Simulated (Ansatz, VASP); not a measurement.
**Al in VASP and in Ansatz**

The input INCAR:

```
SYSTEM = Al
PREC = Accurate
ENCUT = 520
EDIFF = 1E-6
ISMEAR = 0
SIGMA = 0.1
LREAL = .FALSE.
LASPH = .TRUE.
NELM = 100
ALGO = Normal
ISIF = 2
LWAVE = .FALSE.
LCHARG = .TRUE.
LDIPOL = .TRUE.
IDIPOL = 3
DIPOL = 0.5 0.5 0.500
GGA = PE
LELF = .TRUE.
LVHAR = .TRUE.
LVACPOTAV = .TRUE.
NBANDS = 16
```

KPOINTS

```
Automatic mesh
0
G
  12 12 1
  0 0 0
```

File POSCAR:

```
Al
1.0
    2.8571513840      0.0000000000      0.0000000000
   -1.4285756920      2.4743656810      0.0000000000
    0.0000000000      0.0000000000     31.3314173450
Al
5
Direct
    0.6666666667      0.3333333333      0.3510852981
    0.3333333333      0.6666666667      0.4255426491
    0.0000000000      0.0000000000      0.5000000000
    0.6666666667      0.3333333333      0.5744573509
    0.3333333333      0.6666666667      0.6489147019
```

Input for Ansatz:

```yaml
crystal:
  lattice:
    - [2.857151384, 0.0, 0.0]
    - [-1.428575692, 2.474365681, 0.0]
    - [0.0, 0.0, 31.331417345]
  atoms:
    - { symbol: Al, position: [0.6666666667, 0.3333333333, 0.3510852981] }
    - { symbol: Al, position: [0.3333333333, 0.6666666667, 0.4255426491] }
    - { symbol: Al, position: [0.0, 0.0, 0.5] }
    - { symbol: Al, position: [0.6666666667, 0.3333333333, 0.5744573509] }
    - { symbol: Al, position: [0.3333333333, 0.6666666667, 0.6489147019] }
basis:
  ecutwfc: 420
kpoints:
  mp_grid: { grid: [12, 12, 1] }
hamiltonian:
  xc: pbe
scf:
  occupations: { method: gaussian, width: 0.1 }
output:
  forces: true
  stress: true
  eigenvalues: true
  write_density: true
  write_potential: true
  elf: true
  volumetric_format: npy
efield:
  axis: 3
  dipole_correction: true
  ramp_width: 0.04
```

Alike in both runs: task single point; functional PBE; k mesh 12 × 12 × 1; occupations gaussian, width 0.1 eV; no spin polarisation.

```csv
,VASP,Ansatz
version,VASP 6.6.1,Ansatz 0.2.0
potentials or method,"VASP PAW PBE potentials, release 64 (Al)","scalar-relativistic, plane waves, PAW"
plane-wave cutoff (eV),520,420
valence electrons in the cell,15,15
```

|  | VASP | Ansatz | Ansatz less VASP |
| --- | --- | --- | --- |
| gap on the k mesh at the Fermi level (eV) | none | none | - |
| rms of the force components (eV/Å) | 0.050 | 0.050 | +0.0004 |
| work function, face that differs most (eV) | 4.15 | 4.15 | -0.002 |

Atom by atom the forces differ by 0.001 eV/Å (rms over components). A gap of «none» marks a metal or a gap that the smearing closes. Ansatz warned: «xc_potential_rough_in_thin_density».
